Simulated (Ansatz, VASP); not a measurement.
# One calculation of LiCl, two programs

```
Li Cl
1.0
    -3.95088    0.00000    6.39926
    -3.95088    0.00000   -6.39926
     3.95088   -6.84312    0.00000
Li Cl
8 8
Cartesian
  -3.7345 -2.4963 -1.0790
  -1.9506 -5.7764 -0.7314
  -0.1392 -2.0712 -0.4518
  2.0467 -5.8886 -0.9984
  -1.7911 -1.2011 2.5457
  -0.0642 -5.3140 2.0376
  -5.7052 -1.3555 2.1786
  -0.1782 -4.5216 -3.7229
  -3.7124 -2.3240 -3.4743
  -2.2291 -5.7253 -2.9546
  -3.7340 -2.1873 3.4561
  -2.0909 -5.8307 2.9423
  -6.0458 -1.0558 -0.0881
  -3.7213 -4.4557 0.0884
  -2.1985 -1.1092 0.1682
  -0.0392 -4.4394 -0.1365
```

Alike in both runs: task single point; functional PBE; k mesh 4 × 4 × 4; occupations fermi-dirac, width 0.0689 eV; no spin polarisation.

|  | VASP | Ansatz |
| --- | --- | --- |
| version | VASP 6.6.1 | Ansatz 0.2.0 |
| potentials or method | VASP PAW PBE potentials, release 64 (Li_sv, Cl) | scalar-relativistic, plane waves, PAW |
| plane-wave cutoff (eV) | 520 | 420 |
| valence electrons in the cell | 80 | 80 |

Ansatz gave:

- gap on the k mesh at the Fermi level (eV): 5.46
- least direct gap on the mesh (eV): 5.46
- rms of the force components (eV/Å): 0.269

Q: Estimate VASP's values.

A: gap on the k mesh at the Fermi level (eV): 5.47; least direct gap on the mesh (eV): 5.47; rms of the force components (eV/Å): 0.269.

Atom by atom the forces differ by 0.002 eV/Å (rms over components). With one functional, cell and mesh, what is left measures potentials, basis and numerics.

 A hybrid or GW would open this gap; PBE tends to underestimate it. A k mesh can miss the band edges.
